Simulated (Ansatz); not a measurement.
Au under changes of volume

One of the cells (16.855 Å³/atom); the others are scaled copies at fixed shape and fractional positions:

```
CELL_PARAMETERS angstrom
0.00000 2.03500 2.03500
2.03500 0.00000 2.03500
2.03500 2.03500 0.00000
ATOMIC_POSITIONS crystal
Au 0.00000 0.00000 0.00000
```

```yaml
Program: Ansatz 0.2.0
Functional: PBEsol
Potentials_or_basis: all-electron LAPW, scalar-relativistic
Cutoff: 268 eV (chosen from the basis error)
Basis_error_allowed: 0.0005 eV/atom
k_mesh: 11 × 11 × 11
Occupations: fermi-dirac, width 0.05 eV
Spin: no spin polarisation
```

| volume (Å³/atom) | energy over the lowest point (meV/atom) | pressure (GPa) |
| --- | --- | --- |
| 15.843 | 51.02 | 15.2 |
| 16.181 | 24.29 | 10.1 |
| 16.518 | 7.69 | 5.6 |
| 16.855 | 0.00 | 1.7 |
| 17.192 | ? | ? |
| 17.529 | 7.08 | -4.8 |
| 17.866 | 20.02 | -7.5 |

Q: What does the run at 17.192 Å³/atom give?

A: Energy over the lowest point 0.12 meV/atom; pressure -1.8 GPa.

Worked out: A Birch-Murnaghan fit of order 3 (a polynomial in V^(-2/3)) to the other rows has its minimum at 17.02 Å³/atom with B0 = V·E''(V) = 176 GPa and B' = 5.5. It gives 0.11 meV/atom at 17.192 Å³/atom, against the run's 0.12, and -dE/dV = -1.7 GPa, against -1.8.

Energies are extrapolated to zero smearing.
